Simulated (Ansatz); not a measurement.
**CdSe: do energies and stresses tell the same story?**

These are results of Ansatz 0.2.0, DFT PBE, scalar-relativistic, plane waves, PAW, not measurements.

Settings: cutoff 420 eV, Γ-centred mesh 10×10×10 on the computed 2-atom cell, Gaussian smearing of 0.02 eV; no spin polarisation.

Relaxed cell: F-43m, a = 6.197 Å, b = 6.197 Å, c = 6.197 Å, α = 90.00°, β = 90.00°, γ = 90.00°, 2 atoms in the primitive cell. This zinc-blende form isn't the usual stable structure of the compound.

Energies at zero smearing and pressures from the stress tensor, at volumes with shape and atoms relaxed:
```csv
V (Å³/atom),E − E(first) (meV/atom),P (GPa)
26.176,0.00,7.68
27.068,-35.78,5.23
27.961,-59.04,3.18
28.853,-71.77,1.44
29.745,-75.62,-0.02
30.638,-71.99,-1.25
31.530,-62.05,-2.29
32.720,-40.67,-3.42
```

**Question.** Check P = −dE/dV between neighbouring volumes, and get the bulk modulus from the pressures alone.

**Answer.** With 1 eV/Å³ = 160.2 GPa:
| middle V (Å³/atom) | −ΔE/ΔV (GPa) | mean P (GPa) |
| --- | --- | --- |
| 26.622 | 6.423 | 6.458 |
| 27.514 | 4.176 | 4.205 |
| 28.407 | 2.286 | 2.310 |
| 29.299 | 0.691 | 0.712 |
| 30.191 | -0.651 | -0.635 |
| 31.084 | -1.785 | -1.771 |
| 32.125 | -2.879 | -2.857 |

The two differ by 0.03 GPa at most. The mean of two end pressures misses the average over a step by about ΔV² P″/12, up to 0.03 GPa here; with that taken off 0.00 GPa remains. Around V = 29.745 Å³/atom, the two neighbours give B = −V ΔP/ΔV = 29.745 × 2.69 / 1.785 = 44.9 GPa, against B0 = 44.7 GPa from the Birch–Murnaghan fit of the energies.